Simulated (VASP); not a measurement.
# GaP: relaxation of cell and atoms with PBE

Crystal: GaP.

```xyz
2
Lattice="0.0000 2.7252 2.7252 2.7252 0.0000 2.7252 2.7252 2.7252 0.0000" Properties=species:S:1:pos:R:3 pbc="T T T"
Ga    0.0000    0.0000    0.0000
P     1.3626    1.3626    1.3626
```

* Program: VASP 6.6.1
* Task: relaxation of cell and atoms
* Functional: PBE
* Potentials or basis: VASP PAW PBE potentials, release 64 (Ga_d, P)
* Cutoff: 600 eV
* k mesh: 8 × 8 × 8
* Occupations: gaussian, width 0.03 eV
* Spin: no spin polarisation
* Further INCAR settings: ALGO = Normal; EDIFF = 1e-06; IBRION = 2; EDIFFG = -0.01; NSW = 90; ISIF = 3

- Relaxed volume: 20.86 Å³/atom
- Relaxed cell: a = 3.893 Å, b = 3.893 Å, c = 3.893 Å, α = 60.00°, β = 60.00°, γ = 60.00°
- Space group after relaxing (to 0.05 Å): F-43m (No. 216)
- Energy gained by relaxing: 4.6 meV/atom
- Ionic steps: 3
- Pressure after relaxing: 0.1 GPa
- Band gap on the k mesh: 1.58 eV, direct

The path:
```csv
step,energy change (eV),largest force (eV/Å),pressure (GPa),volume (Å³)
1,0.0000,0.0000,2.42,40.48
2,-0.0073,0.0000,-1.04,42.30
3,-0.0092,0.0000,0.05,41.72
```

Final structure:
```
CELL_PARAMETERS angstrom
0.00000 2.75282 2.75282
2.75282 0.00000 2.75282
2.75282 2.75282 0.00000
ATOMIC_POSITIONS crystal
Ga 0.00000 0.00000 0.00000
P 0.25000 0.25000 0.25000
```

Levels at points of the mesh, in eV from the valence-band top:
| k point | band 7 | band 8 | band 9 | band 10 | band 11 | band 12 |
| --- | --- | --- | --- | --- | --- | --- |
| (0.00, 0.00, 0.00) | 0.00 | 0.00 | 0.00 | 1.58 | 3.90 | 3.90 |
| (0.50, 0.00, 0.00) | -6.46 | -1.07 | -1.07 | 1.58 | 4.73 | 4.73 |
| (0.50, 0.50, 0.00) | -6.61 | -2.58 | -2.58 | 1.72 | 1.85 | 10.37 |

It took 19 s on 1 thread of Intel(R) Xeon(R) 6975P-C (Granite Rapids), with other jobs on the host, peak memory 0.19 GiB.

A k mesh can miss the band edges. Zero-point motion and thermal expansion aren't in these numbers.
